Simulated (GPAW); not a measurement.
Crystal: Ge.

```
Ge
1.0
     4.05040    0.00000    0.00000
    -2.02520    3.50775    0.00000
     0.00000    0.00000   10.99336
Ge
4
Direct
  0.66667 0.33333 0.41485
  0.33333 0.66667 0.91485
  0.00000 0.00000 0.47745
  0.00000 0.00000 0.97745
```

This isn't the form of Ge at room conditions, which is diamond.

```yaml
Program: GPAW 26.7.0
Task: single point
Functional: PBEsol
Potentials_or_basis: PAW data sets generated in the run's folder for this functional
Cutoff: 600 eV
Basis: pw
k_mesh: 8 × 8 × 3
Occupations: fermi-dirac, width 0.05 eV
Spin: no spin polarisation
```

On this cell: pressure -1.5 GPa; largest force 0.130 eV/Å; band gap on the k mesh 0.66 eV, indirect (least direct gap 0.68 eV).

The same run follows on a disturbed copy (atoms moved at random, drawn with an rms of 0.05 Å):

```
CELL_PARAMETERS angstrom
4.05040 0.00000 0.00000
-2.02520 3.50775 0.00000
0.00000 0.00000 10.99336
ATOMIC_POSITIONS crystal
Ge 0.66434 0.33860 0.41211
Ge 0.33390 0.66428 0.91085
Ge 0.00668 0.00658 0.48086
Ge 0.99340 0.98120 0.97955
```

**Question.** What changes?

**Answer.** The energy moves by +14.7 meV/atom; pressure -1.8 GPa; largest force 0.672 eV/Å; band gap on the k mesh 0.35 eV, indirect (least direct gap 0.58 eV).

Forces on the atoms (eV/Å):
```
Ge   0.346  0.057  0.408
Ge   0.049 -0.546  0.386
Ge  -0.346 -0.058 -0.406
Ge  -0.048  0.547 -0.388
```

Stress tensor (GPa, compression positive):
```
-1.76  0.18 -0.31
 0.18 -2.53  0.38
-0.31  0.38 -1.06
```

Caveats: an odd mesh through Γ misses points on the zone boundary, where band edges often lie.
